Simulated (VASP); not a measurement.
Pt: single point with PBE

The system is Pt.

```
Pt
1.0
     7.93400    0.00000    0.00000
     0.00000    7.93400    0.00000
     0.00000    0.00000    7.93400
Pt
32
Direct
  0.00000 0.00000 0.00000
  0.00000 0.00000 0.50000
  0.00000 0.50000 0.00000
  0.00000 0.50000 0.50000
  0.50000 0.00000 0.00000
  0.50000 0.00000 0.50000
  0.50000 0.50000 0.00000
  0.50000 0.50000 0.50000
  0.00000 0.25000 0.25000
  0.00000 0.25000 0.75000
  0.00000 0.75000 0.25000
  0.00000 0.75000 0.75000
  0.50000 0.25000 0.25000
  0.50000 0.25000 0.75000
  0.50000 0.75000 0.25000
  0.50000 0.75000 0.75000
  0.25000 0.00000 0.25000
  0.25000 0.00000 0.75000
  0.25000 0.50000 0.25000
  0.25000 0.50000 0.75000
  0.75000 0.00000 0.25000
  0.75000 0.00000 0.75000
  0.75000 0.50000 0.25000
  0.75000 0.50000 0.75000
  0.25000 0.25000 0.00000
  0.25000 0.25000 0.50000
  0.25000 0.75000 0.00000
  0.25000 0.75000 0.50000
  0.75000 0.25000 0.00000
  0.75000 0.25000 0.50000
  0.75000 0.75000 0.00000
  0.75000 0.75000 0.50000
```

The cell was built by a generator and needn't be a form met in nature.

```
Program                : VASP 6.6.1
Task                   : single point
Functional             : PBE
Potentials or basis    : VASP PAW PBE potentials, release 64 (Pt)
Cutoff                 : 320 eV
k mesh                 : 5 × 5 × 5
Occupations            : fermi-dirac, width 0.05 eV
Spin                   : no spin polarisation
Further INCAR settings : ALGO = Normal; EDIFF = 1e-06; NBANDS = 182
```

* Pressure: -0.8 GPa
* Band gap on the k mesh: none (metal or under the smearing width)

Levels at points of the mesh, in eV from the Fermi level:
```csv
k point,band 156,band 157,band 158,band 159,band 160,band 161,band 162,band 163,band 164,band 165
"(0.00, 0.00, 0.00)",0.04,0.04,0.04,0.04,0.47,0.47,0.47,0.47,0.47,0.47
```

It took 6.7 min on 1 thread of Intel(R) Xeon(R) 6975P-C (Granite Rapids), on a shared host, peak memory 0.48 GiB.

The run has no spin-orbit coupling, so splittings on Pt are missing.
